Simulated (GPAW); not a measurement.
Mo:

```xyz
1
Lattice="-1.5838 1.5838 1.5838 1.5838 -1.5838 1.5838 1.5838 1.5838 -1.5838" Properties=species:S:1:pos:R:3 pbc="T T T"
Mo    0.0000    0.0000    0.0000
```

| Property | Result |
| --- | --- |
| Program | GPAW 26.7.0 |
| Task | relaxation of cell and atoms |
| Functional | PBEsol |
| Dispersion | D3(BJ) |
| Potentials or basis | PAW data sets generated in the run's folder for this functional |
| Cutoff | 600 eV |
| Basis | pw |
| k mesh | 12 × 12 × 12 |
| Occupations | fermi-dirac, width 0.05 eV |
| Spin | no spin polarisation |

At the start: pressure -17.0 GPa; volume 15.89 Å³/atom.

Question: How do energy, volume and symmetry change on relaxing?

Answer: Over 3 steps the energy falls by 56.3 meV/atom and the volume is 14.89 Å³/atom (-6.3 %); space group Im-3m (No. 229, to 0.05 Å).

Step by step:
```csv
step,energy change (eV),largest force (eV/Å),pressure (GPa),volume (Å³)
1,0.0000,0.0000,-17.00,15.89
2,-0.0556,0.0000,2.06,14.78
3,-0.0563,0.0000,-0.15,14.89
```

Final structure:
```xyz
1
Lattice="-1.5499 1.5499 1.5499 1.5499 -1.5499 1.5499 1.5499 1.5499 -1.5499" Properties=species:S:1:pos:R:3 pbc="T T T"
Mo    0.0000    0.0000    0.0000
```

Caveat: later steps reuse the first step's grids; pairwise dispersion overbinds metals, which lowers pressure and volume.
